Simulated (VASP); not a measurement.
SnS:

```
Sn S
1.0
    11.20000    0.00000    0.00000
     0.00000    3.98700    0.00000
     0.00000    0.00000    4.33400
Sn S
4 4
Direct
  0.11940 0.25000 0.11980
  0.38060 0.75000 0.61980
  0.61940 0.25000 0.38020
  0.88060 0.75000 0.88020
  0.85080 0.25000 0.47930
  0.64920 0.75000 0.97930
  0.35080 0.25000 0.02070
  0.14920 0.75000 0.52070
```

- Program: VASP 6.6.1
- Task: relaxation of cell and atoms
- Functional: PBE
- Potentials or basis: VASP PAW PBE potentials, release 64 (Sn_d, S)
- Cutoff: 600 eV
- k mesh: 4 × 8 × 6
- Occupations: gaussian, width 0.03 eV
- Spin: no spin polarisation

At the start: pressure 2.3 GPa; volume 24.19 Å³/atom.

Task: Where does the relaxation end?

Result: Over 14 steps the energy falls by 7.8 meV/atom and the volume is 25.59 Å³/atom (+5.8 %); space group Pnma (No. 62, to 0.05 Å).

Step by step:
```
step  energy change (eV)  largest force (eV/Å)  pressure (GPa)  volume (Å³)
   1              0.0000                0.1392            2.28       193.53
   2             -0.0413                0.2309           -0.75       203.32
   3             -0.0497                0.1269            0.08       200.38
   4             -0.0530                0.1042            0.07       200.95
   5             -0.0590                0.0366            0.04       202.67
   6             -0.0546                0.0962            0.03       206.14
   7             -0.0600                0.0116            0.03       203.70
   8             -0.0613                0.0237           -0.02       204.27
   9             -0.0615                0.0332           -0.06       204.62
  10             -0.0619                0.0162            0.07       204.43
  11             -0.0620                0.0120            0.05       204.48
  12             -0.0620                0.0163           -0.07       204.91
  13             -0.0620                0.0103            0.01       204.68
  14             -0.0620                0.0100           -0.01       204.71
```

Final structure:
```cif
data_structure
_symmetry_space_group_name_H-M 'P 1'
_symmetry_Int_Tables_number 1
_cell_length_a 11.4557
_cell_length_b 4.0278
_cell_length_c 4.4365
_cell_angle_alpha 90.000
_cell_angle_beta 90.000
_cell_angle_gamma 90.000
_cell_volume 204.71
loop_
_atom_site_label
_atom_site_type_symbol
_atom_site_fract_x
_atom_site_fract_y
_atom_site_fract_z
_atom_site_occupancy
Sn1 Sn 0.12211 0.25000 0.12361 1
Sn2 Sn 0.37789 0.75000 0.62361 1
Sn3 Sn 0.62211 0.25000 0.37639 1
Sn4 Sn 0.87789 0.75000 0.87639 1
S1 S 0.85003 0.25000 0.48081 1
S2 S 0.64997 0.75000 0.98081 1
S3 S 0.35003 0.25000 0.01919 1
S4 S 0.14997 0.75000 0.51919 1
```
